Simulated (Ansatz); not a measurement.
Set up this calculation in Ansatz 0.2.0, as the native input.

```yaml
Task: single point
Functional: PBE
Potentials_or_basis: Ansatz PAW
Cutoff: "420 eV (not typed: the program's choice for these potentials)"
k_mesh: 10 × 10 × 10
Occupations: gaussian, width 0.015 eV
Spin: no spin polarisation
```

The system is Sb.

```
CELL_PARAMETERS angstrom
0.00000 2.37124 2.37124
2.37124 0.00000 2.37124
2.37124 2.37124 0.00000
ATOMIC_POSITIONS crystal
Sb 0.00000 0.00000 0.00000
```

This isn't the form of Sb at room conditions, which is rhombohedral.

These files were run (other wordings do the same):

input.yaml

```yaml
crystal:
  lattice:
    - [0.0, 2.3712425216, 2.3712425216]
    - [2.3712425216, 0.0, 2.3712425216]
    - [2.3712425216, 2.3712425216, 0.0]
  atoms:
    - { symbol: Sb, position: [0.0, 0.0, 0.0] }
hamiltonian:
  xc: pbe
  pseudopotentials: { kind: paw }
kpoints:
  mp_grid: { grid: [10, 10, 10] }
scf:
  occupations: { method: gaussian, width: 0.015 }
output:
  forces: true
  stress: true
  eigenvalues: true
```

Potentials or basis: Ansatz PAW.

Run with:

```console
$ ansatz run input.yaml --threads 2 --pin off --max-ram 5632MiB --backend cpu --events-out ev --progress --plain --runs-dir out
```

Results of the run:

```yaml
Pressure: 2.0 GPa
Band_gap_on_the_k_mesh: none (metal or under the smearing width)
```

Wall time 0.43 s on 2 threads of Intel(R) Xeon(R) 6975P-C (Granite Rapids), with other jobs on the host, peak memory 0.34 GiB.
